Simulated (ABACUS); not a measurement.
# CoO: equation of state with PBE

CoO:

```
Co O
1.0
     1.50547    0.86918    2.43993
    -1.50547    0.86918    2.43993
     0.00000   -1.73837    2.43993
Co O
1 1
Direct
  0.00000 0.00000 0.00000
  0.50000 0.50000 0.50000
```

The cell is a database's computed one.

| Property | Result |
| --- | --- |
| Program | ABACUS 3.10.1 |
| Task | equation of state |
| Functional | PBE |
| Potentials or basis | PseudoDojo NC SR 0.4.1 PBE standard |
| Cutoff | 1361 eV |
| Density cutoff | 5442 eV |
| Basis | DZP LCAO (the cutoffs set its grid) |
| k mesh | 11 × 11 × 11 |
| Occupations | fermi-dirac, width 0.05 eV |
| Spin | collinear spin, ferromagnetic start |
| Starting moments | [2.0, 0.0] μB |

The equilibrium volume is 9.62 Å³/atom, the bulk modulus at fixed shape and positions is 180 GPa and the pressure derivative of the bulk modulus is 3.0 (rough: it moves with the points fitted).

Energy against volume, from the lowest point:
```
volume (Å³/atom)  energy (meV/atom)
           9.003              24.15
           9.195              11.17
           9.387               3.21
           9.578               0.00
           9.770               1.16
           9.961               6.51
          10.153              15.33
```

All runs of the series together: 3.2 min on 4 threads of AMD EPYC 7B13 (Zen 3), on a shared host.

Caveat: the atomic orbitals were generated for these runs and aren't a published set; the cell was scaled at fixed shape and fractional positions, which overstates the stiffness of a crystal with free parameters, most of all of layers and chains; the basis of atomic orbitals isn't converged, which shifts pressures, moduli and gaps.
